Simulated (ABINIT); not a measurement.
# GaN (P6_3mc) in ABINIT: notebook

Aim: see how the results for GaN move with the level of theory and the settings. Levels: PBEsol, LDA, PBE. Tasks: relaxation of cell and atoms, single point.

Program: ABINIT 10.8.3 (patched build). These are calculated values, not measurements. Logs are shortened: lines on timing, memory, paths and dates and some standing lists are left out, and cuts for length are marked. The log counts tension as positive stress, the text compression.

## Step 1: The structure

It takes space group P6_3mc (No. 186, hexagonal). Conventional cell: a = 3.180 Å, b = 3.180 Å, c = 5.166 Å, α = 90.00°, β = 90.00°, γ = 120.00°. Ga (site symmetry 3m) has 4 N at 1.94 to 1.95 Å as nearest neighbours. Around N (site symmetry 3m) lie 4 Ga at 1.94 to 1.95 Å.

## Step 2: Relaxation of cell and atoms, PBEsol

Contents of run.abi:

```
# Pseudopotentials
pp_dirpath "./"
pseudos "Ga.upf, N.upf"

# Structure
acell 3.18 3.18 5.166 Angstrom
rprim
     1.0000000000     0.0000000000     0.0000000000
    -0.5000000000     0.8660254038     0.0000000000
     0.0000000000     0.0000000000     1.0000000000
ntypat 2
znucl 31 7
natom 4
typat 1 1 2 2
xred
     0.3333333333     0.6666666667     0.0000000000
     0.6666666667     0.3333333333     0.5000000000
     0.3333333333     0.6666666667     0.3750000000
     0.6666666667     0.3333333333     0.8750000000
chkprim 0
chksymtnons 0
tolsym 1.0e-6

# Plane-wave basis
ecut 42.0

# k points
kptopt 1
ngkpt 8 8 4
nshiftk 1
shiftk 0.0 0.0 0.0

# Exchange and correlation
ixc -116133

# Bands and occupations
nband 22
occopt 3
tsmear 0.00183747

# SCF cycle
nstep 100
tolvrs 1.0e-10

# Output
iomode 3
prtwf 0
prtden 0
prteig 0
prtebands 0
enunit 1

# Relaxation
ionmov 2
ntime 60
tolmxf 0.0001
optcell 1
dilatmx 1.08
ecutsm 0.5
```

Potentials or basis: PseudoDojo NC SR PBEsol v0.4.1 standard.

On the command line:

```console
abinit run.abi > log 2>&1
```

run.abo:

```text
.Version 10.8.3 of ABINIT
 Symmetries : space group P6_3 m c (#186); Bravais hP (primitive hexag.)
================================================================================
 Values of the parameters that define the memory need of the present run
     intxc =       0    ionmov =       2      iscf =       7    lmnmax =       6
     lnmax =       6     mgfft =      64  mpssoang =       3    mqgrid =    3076
     natom =       4  nloc_mem =       1    nspden =       1   nspinor =       1
    nsppol =       1      nsym =      12    n1xccc =    2501    ntypat =       2
    occopt =       3   xclevel =       2
       mpw =        5041          nfft =      102400          nkpt =          30
================================================================================
================================================================================

--------------------------------------------------------------------------------
------------- Echo of variables that govern the present computation ------------
--------------------------------------------------------------------------------
 -outvars: echo values of preprocessed input variables --------
            acell      6.0093290804E+00  6.0093290804E+00  9.7623251664E+00 Bohr
              amu      6.97230000E+01  1.40067400E+01
          chkprim           0
      chksymtnons           0
          dilatmx      1.08000000E+00
             ecut      4.20000000E+01 Hartree
           ecutsm      5.00000000E-01 Hartree
           enunit           1
           ionmov           2
              ixc     -116133
         kptrlatt        8    0    0      0    8    0      0    0    4
          kptrlen      3.90493007E+01
            natom           4
            nband          22
            ngfft          40      40      64
             nkpt          30
            nstep         100
             nsym          12
            ntime          60
           ntypat           2
           occopt           3
          optcell           1
           prtden           0
        prtebands           0
           prteig           0
            prtwf           0
            rprim      1.0000000000E+00  0.0000000000E+00  0.0000000000E+00
                      -5.0000000000E-01  8.6602540380E-01  0.0000000000E+00
                       0.0000000000E+00  0.0000000000E+00  1.0000000000E+00
          spgroup         186
           tolmxf      1.00000000E-04
           tolsym      1.00000000E-06
           tolvrs      1.00000000E-10
           tsmear      1.83747000E-03 Hartree
            typat      1  1  2  2
           xangst     -6.2703709672E-16  1.8359738561E+00  0.0000000000E+00
                       1.5900000000E+00  9.1798692803E-01  2.5830000000E+00
                      -6.2703709672E-16  1.8359738561E+00  1.9372500000E+00
                       1.5900000000E+00  9.1798692803E-01  4.5202500000E+00
            xcart     -1.1849283836E-15  3.4694877623E+00  0.0000000000E+00
[... 745 lines left out ...]
    2      1.59346774023370     0.91998902878544     2.58317477201623
    3     -0.00000000000000     1.83997805757089     1.94693375175195
    4      1.59346774023370     0.91998902878544     4.53556719390519

 cartesian forces (hartree/bohr) at end:
    1     -0.00000000000000    -0.00000000000000     0.00000763908729
    2      0.00000000000000     0.00000000000000     0.00000763908729
    3      0.00000000000000     0.00000000000000    -0.00000763908729
    4     -0.00000000000000    -0.00000000000000    -0.00000763908729
 frms,max,avg= 4.4104291E-06 7.6390873E-06   0.000E+00  0.000E+00  3.896E-07 h/b

 cartesian forces (eV/Angstrom) at end:
    1     -0.00000000000000    -0.00000000000000     0.00039281766260
    2      0.00000000000000     0.00000000000000     0.00039281766260
    3      0.00000000000000     0.00000000000000    -0.00039281766260
    4     -0.00000000000000    -0.00000000000000    -0.00039281766260
 frms,max,avg= 2.2679338E-04 3.9281766E-04   0.000E+00  0.000E+00  2.003E-05 e/A
 length scales=  6.022435239022  6.022435239022  9.783616492071 bohr
              =  3.186935480467  3.186935480467  5.177266884306 angstroms
 Fermi (or HOMO) energy (eV) =   6.26751   Average Vxc (eV)= -11.99745
 Eigenvalues (   eV  ) for nkpt=  30  k points:
 kpt#   1, nband= 22, wtk=  0.00391, kpt=  0.0000  0.0000  0.0000 (reduced coord)
 -10.69578   -9.79724   -8.26385   -8.25425   -8.25425   -8.19445   -8.19445   -8.00399
  -8.00399   -7.90337   -7.90337   -6.58478   -1.83951    4.22666    4.22666    5.25357
   5.27847    5.27847    7.19686    9.48121   14.42139   15.10916
 prteigrs : prtvol=0 or 1, do not print more k-points.

--- !EnergyTerms
iteration_state     : {dtset: 1, itime: 6, icycle: 1, }
comment             : Components of total free energy in Hartree
kinetic             :  1.40064464383944E+02
hartree             :  4.35969733774009E+01
xc                  : -4.75996572910103E+01
Ewald energy        : -1.16747251720897E+02
psp_core            :  6.97600281271958E+00
local_psp           : -1.21145458006118E+02
non_local_psp       : -7.86062707555952E+01
internal            : -1.73461197199556E+02
'-kT*entropy'       : -4.99536444197830E-12
total_energy        : -1.73461197199561E+02
total_energy_eV     : -4.72011963568754E+03
band_energy         : -6.26728372820041E+00
...

 rms coord change=  6.0873E-04   atom, delta coord (reduced):
     1        0.000000000000      0.000000000000     -0.001054353631
     2        0.000000000000      0.000000000000     -0.001054353631
     3        0.000000000000      0.000000000000      0.001054353631
     4        0.000000000000      0.000000000000      0.001054353631

 Cartesian components of stress tensor (hartree/bohr^3)
  sigma(1 1)=  9.23489743E-06  sigma(3 2)=  0.00000000E+00
  sigma(2 2)=  9.23489661E-06  sigma(3 1)=  0.00000000E+00
  sigma(3 3)= -1.77673456E-05  sigma(2 1)=  0.00000000E+00

-Cartesian components of stress tensor (GPa)         [Pressure= -6.8889E-03 GPa]
- sigma(1 1)=  2.71700063E-01  sigma(3 2)=  0.00000000E+00
- sigma(2 2)=  2.71700039E-01  sigma(3 1)=  0.00000000E+00
- sigma(3 3)= -5.22733355E-01  sigma(2 1)=  0.00000000E+00

== END DATASET(S) ==============================================================
================================================================================

 -outvars: echo values of variables after computation  --------
            acell      6.0224352390E+00  6.0224352390E+00  9.7836164921E+00 Bohr
           etotal     -1.7346119720E+02
            fcart     -3.5768191654E-28 -2.0650775079E-28  7.6390872948E-06
                       3.5768191654E-28  2.0650775079E-28  7.6390872948E-06
                       3.5768191654E-28  2.0650775079E-28 -7.6390872948E-06
                      -3.5768191654E-28 -2.0650775079E-28 -7.6390872948E-06
            rprim      1.0000000000E+00  0.0000000000E+00  0.0000000000E+00
                      -5.0000000000E-01  8.6602540380E-01  0.0000000000E+00
                       0.0000000000E+00  0.0000000000E+00  1.0000000000E+00
           strten      9.2348974251E-06  9.2348966089E-06 -1.7767345621E-05
                       0.0000000000E+00  0.0000000000E+00  0.0000000000E+00
           xangst     -5.4921646230E-16  1.8399780576E+00 -5.4586701370E-03
                       1.5934677402E+00  9.1998902879E-01  2.5831747720E+00
                      -5.4921646230E-16  1.8399780576E+00  1.9469337518E+00
                       1.5934677402E+00  9.1998902879E-01  4.5355671939E+00
             xred      3.3333333333E-01  6.6666666667E-01 -1.0543536308E-03
                       6.6666666667E-01  3.3333333333E-01  4.9894564637E-01
                       3.3333333333E-01  6.6666666667E-01  3.7605435363E-01
                       6.6666666667E-01  3.3333333333E-01  8.7605435363E-01
 Calculation completed.
```

Wall time 8 min (1 thread of AMD EPYC 7R13 (Zen 3), shared host); peak memory 0.13 GiB.

Results:

```
Free energy                                           : -4720.1196 eV
Relaxed volume                                        : 11.38 Å³/atom
Relaxed cell                                          : a = 3.187 Å, b = 3.187 Å, c = 5.177 Å, α = 90.00°, β = 90.00°, γ = 120.00°
Space group after relaxing (to 0.05 Å)                : P6_3mc (No. 186)
Energy gained by relaxing                             : 0.6 meV/atom
Ionic steps                                           : 6
Pressure after relaxing                               : 0.0 GPa
Band gap on the k mesh                                : 1.92 eV, direct
Valence electrons inside the program's atomic spheres : Ga 10.90; N 5.23
```

Step by step:
| step | energy change (eV) | largest force (eV/Å) | pressure (GPa) | volume (Å³) |
| --- | --- | --- | --- | --- |
| 1 | 0.0000 | 0.1327 | 1.25 | 45.24 |
| 2 | -0.0016 | 0.0978 | 0.51 | 45.41 |
| 3 | -0.0024 | 0.0423 | -0.19 | 45.58 |
| 4 | -0.0025 | 0.0227 | -0.19 | 45.58 |
| 5 | -0.0026 | 0.0001 | -0.05 | 45.55 |
| 6 | -0.0026 | 0.0004 | -0.01 | 45.54 |

Final structure:
```
CELL_PARAMETERS angstrom
3.18694 0.00000 0.00000
-1.59347 2.75997 0.00000
0.00000 0.00000 5.17727
ATOMIC_POSITIONS crystal
Ga 0.33333 0.66667 0.99895
Ga 0.66667 0.33333 0.49895
N 0.33333 0.66667 0.37605
N 0.66667 0.33333 0.87605
```

Levels at points of the mesh, in eV from the valence-band top:
| k point | band 14 | band 15 | band 16 | band 17 | band 18 | band 19 | band 20 | band 21 | band 22 |
| --- | --- | --- | --- | --- | --- | --- | --- | --- | --- |
| (0.00, 0.00, 0.00) | -1.05 | -1.05 | -0.02 | 0.00 | 0.00 | 1.92 | 4.20 | 9.14 | 9.83 |
| (0.50, 0.00, 0.00) | -5.32 | -4.25 | -2.78 | -2.23 | -1.01 | 4.95 | 5.54 | 5.99 | 8.58 |
| (0.00, 0.00, 0.50) | -3.85 | -0.54 | -0.54 | -0.54 | -0.54 | 4.23 | 4.23 | 8.42 | 8.42 |
| (0.50, 0.00, 0.50) | -6.66 | -1.97 | -1.97 | -1.89 | -1.89 | 4.34 | 4.34 | 7.73 | 7.73 |

Expect the measured gap to be larger: semilocal functionals such as PBEsol lack the derivative discontinuity. Zero-point motion and thermal expansion aren't in these numbers.

## Step 3: Single point, PBEsol (cell relaxed)

Contents of run.abi:

```
# Pseudopotentials
pp_dirpath "./"
pseudos "Ga.upf, N.upf"

# Structure
acell 3.18693548 3.1869354835 5.17726689 Angstrom
rprim
     1.0000000000     0.0000000000     0.0000000000
    -0.4999999994     0.8660254041     0.0000000000
     0.0000000000     0.0000000000     1.0000000000
ntypat 2
znucl 31 7
natom 4
typat 1 1 2 2
xcart
    -0.0000000301     3.4770546261    -0.0103153561
     3.0112176471     1.7385272870     4.8814928920
    -0.0000000301     3.4770546261     3.6791715421
     3.0112176471     1.7385272870     8.5709797902
chkprim 0
chksymtnons 0
tolsym 1.0e-6

# Plane-wave basis
ecut 42.0

# k points
kptopt 1
ngkpt 8 8 4
nshiftk 1
shiftk 0.0 0.0 0.0

# Exchange and correlation
ixc -116133

# Bands and occupations
nband 22
occopt 3
tsmear 0.00183747

# SCF cycle
nstep 100
tolvrs 1.0e-10

# Output
iomode 3
prtwf 0
prtden 0
prteig 0
prtebands 0
enunit 2
```

Potentials or basis: PseudoDojo NC SR PBEsol v0.4.1 standard.

On the command line:

```console
abinit run.abi > log 2>&1
```

run.abo:

```text
.Version 10.8.3 of ABINIT
 Symmetries : space group P6_3 m c (#186); Bravais hP (primitive hexag.)
================================================================================
 Values of the parameters that define the memory need of the present run
     intxc =       0    ionmov =       0      iscf =       7    lmnmax =       6
     lnmax =       6     mgfft =      60  mpssoang =       3    mqgrid =    3001
     natom =       4  nloc_mem =       1    nspden =       1   nspinor =       1
    nsppol =       1      nsym =      12    n1xccc =    2501    ntypat =       2
    occopt =       3   xclevel =       2
       mpw =        4010          nfft =       77760          nkpt =          30
================================================================================
================================================================================

--------------------------------------------------------------------------------
------------- Echo of variables that govern the present computation ------------
[... 240 lines left out ...]
            acell      6.0224352381E+00  6.0224352448E+00  9.7836165028E+00 Bohr
           etotal     -1.7346119877E+02
            fcart     -4.5783285324E-26 -2.6432992065E-26  6.6997945724E-06
                       4.5783285324E-26  2.6432992065E-26  6.6997945724E-06
                       4.5783285324E-26  2.6432992065E-26 -6.6997945724E-06
                      -4.5783285324E-26 -2.6432992065E-26 -6.6997945724E-06
            rprim      1.0000000000E+00  0.0000000000E+00  0.0000000000E+00
                      -4.9999999940E-01  8.6602540410E-01  0.0000000000E+00
                       0.0000000000E+00  0.0000000000E+00  1.0000000000E+00
           strten      9.8201770951E-06  9.8201106627E-06 -1.7243994440E-05
                       0.0000000000E+00  0.0000000000E+00 -1.3343282793E-12
           xangst     -5.2046732913E-10  1.8399780591E+00 -5.4586531211E-03
                       1.5934677394E+00  9.1998902908E-01  2.5831747919E+00
                      -5.2046732913E-10  1.8399780591E+00  1.9469337320E+00
                       1.5934677394E+00  9.1998902908E-01  4.5355671770E+00
             xred      3.3333333297E-01  6.6666666634E-01 -1.0543503430E-03
                       6.6666666631E-01  3.3333333301E-01  4.9894564966E-01
                       3.3333333297E-01  6.6666666634E-01  3.7605434940E-01
                       6.6666666631E-01  3.3333333301E-01  8.7605434940E-01
 Calculation completed.
```

Wall time 79 s (1 thread of AMD EPYC 7R13 (Zen 3), shared host); peak memory 0.11 GiB.

What came out:

```yaml
Free_energy: -4720.1197 eV
Pressure: 0.0 GPa
Band_gap_on_the_k_mesh: 1.92 eV, direct
Valence_electrons_inside_the_program's_atomic_spheres: Ga 10.91; N 5.23
```

## Step 4: Single point, LDA

Contents of run.abi:

```
# Pseudopotentials
pp_dirpath "./"
pseudos "Ga.upf, N.upf"

# Structure
acell 3.18 3.18 5.166 Angstrom
rprim
     1.0000000000     0.0000000000     0.0000000000
    -0.5000000000     0.8660254038     0.0000000000
     0.0000000000     0.0000000000     1.0000000000
ntypat 2
znucl 31 7
natom 4
typat 1 1 2 2
xred
     0.6666666667     0.3333333333     0.5000000000
     0.3333333333     0.6666666667     0.0000000000
     0.6666666667     0.3333333333     0.8750000000
     0.3333333333     0.6666666667     0.3750000000

# Plane-wave basis
ecut 979.609905 eV

# k points
kptopt 1
ngkpt 8 8 4
nshiftk 1
shiftk 0.0 0.0 0.0

# Exchange and correlation
ixc 7

# Bands and occupations
nband 22
occopt 3
tsmear 0.05 eV

# SCF cycle
nstep 100
tolvrs 1.0e-10

# Output
iomode 3
prtwf 0
prtden 0
prteig 0
prtebands 0
enunit 2
```

Potentials or basis: PseudoDojo NC SR LDA v0.4.1 standard.

On the command line:

```console
abinit run.abi > log 2>&1
```

Wall time 89 s (1 thread of Arm Neoverse V1, shared host); peak memory 0.09 GiB.

The run converged. Its results:

```yaml
Free_energy: -4722.4847 eV
Largest_force: 0.126 eV/Å
Band_gap_on_the_k_mesh: 2.01 eV, direct
Valence_electrons_inside_the_program's_atomic_spheres: Ga 10.91; N 5.24
```

Forces on the atoms (eV/Å):
```
Ga   0.000  0.000 -0.126
Ga   0.000  0.000 -0.126
N    0.000  0.000  0.126
N    0.000  0.000  0.126
```

Levels at points of the mesh, in eV from the valence-band top:
| k point | band 16 | band 17 | band 18 | band 19 | band 20 | band 21 |
| --- | --- | --- | --- | --- | --- | --- |
| (0.00, 0.00, 0.00) | -0.06 | 0.00 | 0.00 | 2.01 | 4.23 | 9.11 |
| (0.50, 0.00, 0.00) | -2.81 | -2.30 | -1.00 | 4.95 | 5.55 | 5.96 |
| (0.00, 0.00, 0.50) | -0.55 | -0.55 | -0.55 | 4.26 | 4.26 | 8.40 |
| (0.50, 0.00, 0.50) | -1.98 | -1.94 | -1.94 | 4.34 | 4.34 | 7.70 |

Caveat: the cutoff is too short for stress, so the log's stress isn't used.

## Step 5: Single point, PBE

Contents of run.abi:

```
# Pseudopotentials
pp_dirpath "./"
pseudos "Ga.upf, N.upf"

# Structure
acell 3*1.0 Angstrom
rprim
     3.1800000000     0.0000000000     0.0000000000
    -1.5900000000     2.7539607840     0.0000000000
     0.0000000000     0.0000000000     5.1660000000
ntypat 2
znucl 31 7
natom 4
typat 1 1 2 2
xred
     0.6666666667     0.3333333333     0.5000000000
     0.3333333333     0.6666666667     0.0000000000
     0.6666666667     0.3333333333     0.8750000000
     0.3333333333     0.6666666667     0.3750000000

# Plane-wave basis
ecut 36.0

# k points
kptopt 1
ngkpt 8 8 4
nshiftk 1
shiftk 0.0 0.0 0.0

# Exchange and correlation
ixc 11

# Bands and occupations
nband 22
occopt 3
tsmear 0.00183747

# SCF cycle
nstep 100
tolvrs 1.0e-10

# Output
iomode 3
prtwf 0
prtden 0
prteig 0
prtebands 0
```

Potentials or basis: PseudoDojo NC SR PBE v0.4.1 standard.

On the command line:

```console
mpirun --bind-to none -np 4 abinit run.abi > log 2>&1
```

Run time: 24 s. Hardware: 4 MPI ranks of Arm Neoverse V2, shared host; peak memory 0.28 GiB.

Results (log left out):

```
Free energy                                           : -4728.2018 eV
Largest force                                         : 0.138 eV/Å
Band gap on the k mesh                                : 2.01 eV, direct
Valence electrons inside the program's atomic spheres : Ga 10.89; N 5.28
```

Forces on the atoms (eV/Å):
```
Ga   0.000  0.000 -0.138
Ga   0.000  0.000 -0.138
N    0.000  0.000  0.138
N    0.000  0.000  0.138
```

Levels at points of the mesh, in eV from the valence-band top:
```
           k point  band 15  band 16  band 17  band 18  band 19  band 20  band 21  band 22
(0.00, 0.00, 0.00)    -1.06    -0.06     0.00     0.00     2.01     4.34     9.28     9.97
(0.50, 0.00, 0.00)    -4.26    -2.77    -2.25    -0.98     5.11     5.64     6.10     8.68
(0.00, 0.00, 0.50)    -0.54    -0.54    -0.54    -0.54     4.32     4.32     8.57     8.57
(0.50, 0.00, 0.50)    -1.95    -1.95    -1.92    -1.92     4.46     4.46     7.87     7.87
```

Caveat: the cutoff is too short for stress, so the log's stress isn't used.

## Step 6: Summary

```tsv
task	level	potentials or basis	cell	cutoff (eV)	cell freedom (optcell)	cutoff smearing ecutsm (Ha)	optimiser (ionmov)	force stop (Ha/bohr)	gap on the mesh (eV)	pressure (GPa)	largest force (eV/Å)
relaxation of cell and atoms	PBEsol	PseudoDojo NC SR PBEsol v0.4.1 standard	relaxed	1143	1	0.5	2	0.0001	1.92	0.0	-
single point	PBEsol	PseudoDojo NC SR PBEsol v0.4.1 standard	cell relaxed	1143	-	-	-	-	1.92	0.0	-
single point	LDA	PseudoDojo NC SR LDA v0.4.1 standard	as given	980	-	-	-	-	2.01	-	0.13
single point	PBE	PseudoDojo NC SR PBE v0.4.1 standard	as given	980	-	-	-	-	2.01	-	0.14
```

Alike in all rows: no spin polarisation; k mesh 8 × 8 × 4; smearing fermi-dirac 0.05 eV.

Total energies depend on the potentials used, so only differences within one code and one set of settings carry meaning.
